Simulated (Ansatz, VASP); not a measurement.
# One calculation of CrO2, two programs

The input INCAR:

```
PREC = Accurate
ENCUT = 520
EDIFF = 1E-7
ISMEAR = -1
SIGMA = 0.05
LREAL = False
LASPH = True
NELM = 120
ALGO = Normal
ISIF = 2
LWAVE = False
LCHARG = False
ISPIN = 2
MAGMOM = 3 0 0
LORBIT = 11
LMAXMIX = 4
GGA = PE
NBANDS = 23
```

The input KPOINTS:

```
Automatic mesh
0
Gamma
  10 10 10
```

POSCAR

```
CrO2
1.0
    0.0000000000      2.3988473474      2.3988473474
    2.3988473474      0.0000000000      2.3988473474
    2.3988473474      2.3988473474      0.0000000000
Cr O
1 2
Direct
    0.0000000000      0.0000000000      0.0000000000
    0.2500000000      0.2500000000      0.2500000000
    0.7500000000      0.7500000000      0.7500000000
```

The input input.yaml:

```yaml
crystal:
  lattice:
    - [0.0, 2.3988473474, 2.3988473474]
    - [2.3988473474, 0.0, 2.3988473474]
    - [2.3988473474, 2.3988473474, 0.0]
  atoms:
    - { symbol: Cr, position: [0.0, 0.0, 0.0], spin: 3.0 }
    - { symbol: O, position: [0.25, 0.25, 0.25] }
    - { symbol: O, position: [0.75, 0.75, 0.75] }
hamiltonian:
  xc: pbe
  pseudopotentials: { kind: paw }
magnetization:
  spin_polarized: true
kpoints:
  mp_grid: { grid: [10, 10, 10] }
scf:
  occupations: { method: fermi_dirac, width: 0.05 }
output:
  forces: true
  stress: true
  eigenvalues: true
```

Change from the starting cell: volume scaled by 1.02.

Alike in both runs: task single point; functional PBE; k mesh 10 × 10 × 10; occupations fermi-dirac, width 0.05 eV; collinear spin, ferromagnetic start.

|  | VASP | Ansatz |
| --- | --- | --- |
| version | VASP 6.6.1 | Ansatz 0.2.0 |
| potentials or method | VASP PAW PBE potentials, release 64 (Cr_pv, O) | Ansatz PAW |
| plane-wave cutoff (eV) | 520 | 420 |
| valence electrons in the cell | 24 | 26 |

Ansatz gave:

```
gap on the k mesh at the Fermi level (eV)                     : 0.34
least direct gap on the mesh (eV)                             : 0.34
pressure (GPa)                                                : -12.6
net moment per atom (μB)                                      : 0.67
size of the moment on the site where the two differ most (μB) : 1.94
```

Problem. What did VASP give for the same quantities?

Solution. gap on the k mesh at the Fermi level (eV): 0.29; least direct gap on the mesh (eV): 0.29; pressure (GPa): -12.0; net moment per atom (μB): 0.67; size of the moment on the site where the two differ most (μB): 2.23.

Site moments also hang on the region over which each program counts them. The two sets of potentials don't hold the same shells in valence.

Caveats: a cell with one magnetic atom can't hold antiferromagnetic order, which such compounds often take; the pressure holds a Pulay correction of +0.9 GPa for the finite cutoff (Ansatz). A k mesh can miss the band edges.
